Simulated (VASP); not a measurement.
# BaTiO₃: convergence, self-consistent run

BaTiO₃, P4mm (no. 99), 5 atoms in the cell. LDA; PAW potentials Ba_sv, Ti_sv, O (LDA set). VASP 6.6.1.

Wanted: energy within 0.2 meV/atom; levels at the zone centre within 0.003 eV.

What the run is for: comparing ways to start; Accuracy asked: tight.

Levels at the zone centre: counted from the valence top at that point.

POSCAR:
```
BaTiO3
1.0
    3.9998000000      0.0000000000      0.0000000000
    0.0000000000      3.9998000000      0.0000000000
    0.0000000000      0.0000000000      4.0180000000
Ba Ti O
1 1 3
Direct
    0.0000000000      0.0000000000      0.0000000000
    0.5000000000      0.5000000000      0.4900000000
    0.0000000000      0.5000000000      0.5170000000
    0.5000000000      0.0000000000      0.5170000000
    0.5000000000      0.5000000000      0.0190000000
```

## How the run starts (with a second run first, the time holds both)

| How the run starts (with a second run first, the time holds both) | Energy less reference (meV/atom) | Levels at the zone centre, largest deviation (eV) | Time (s) |
|---|---|---|---|
| from scratch: 15 SCF iterations | 0.00 | 0.0000 | 39 |
| density of a coarse mesh (ICHARG 1): 15 + 10 SCF iterations | 0.00 | 0.0006 | 34 |
| orbitals of a lower cutoff (ISTART 1): 15 + 6 SCF iterations | 0.00 | 0.0003 | 42 |
| orbitals of a loose run: 11 + 5 SCF iterations | 0.00 | 0.0004 | 26 |

Chosen: orbitals of a loose run: 11 + 5 SCF iterations, the fastest of those that stay within half of the tolerance.

## All choices together

| Input | Energy less reference (meV/atom) | Levels at the zone centre, largest deviation (eV) | Time (s) |
|---|---|---|---|
| chosen settings | 0.00 | 0.0004 | 26 |
| reference settings throughout | 0.00 | 0.0000 | 39 |

The tolerance is met.

Values of the reference run: Levels at the zone centre: 0, 0, 1.972 eV from the valence top at Gamma.

## The input

INCAR.step1:
```
ALGO = Normal ; EDIFF = 0.001
EFERMI = MIDGAP ; ENCUT = 520
GGA = CA ; GGA_COMPAT = F
ISIF = 2 ; ISMEAR = 0
LASPH = T ; LCHARG = T
LREAL = F ; LWAVE = T
NELM = 120 ; PREC = Normal
SIGMA = 0.03
```

INCAR.step2:
```
ALGO = Normal ; EDIFF = 1E-6
EFERMI = MIDGAP ; ENCUT = 520
GGA = CA ; GGA_COMPAT = F
ISIF = 2 ; ISMEAR = 0
ISTART = 1 ; LASPH = T
LCHARG = F ; LREAL = F
LWAVE = F ; NELM = 120
PREC = Accurate ; SIGMA = 0.03
```

KPOINTS:
```
k-points
0
Gamma
  6 6 6
```

Commands (each step's output is kept before the next begins):
```
cat potpaw_LDA.64/Ba_sv/POTCAR potpaw_LDA.64/Ti_sv/POTCAR potpaw_LDA.64/O/POTCAR > POTCAR
cp INCAR.step1 INCAR
mpirun -np 1 vasp_std > vasp.out
cp INCAR.step2 INCAR
mpirun -np 1 vasp_std > vasp.out
```

The chosen input took VASP 6.6.1 26 s on 1 core (Intel Xeon Platinum 8488C (Sapphire Rapids)), a shared host.

## An input that fails: restart asked without its files

VASP's message: ERROR: charge density could not be read from file CHGCAR for ICHARG>10.

Changes against the starting input:
```
- NELM = 120
+ NELM = 60
+ ICHARG = 11
```
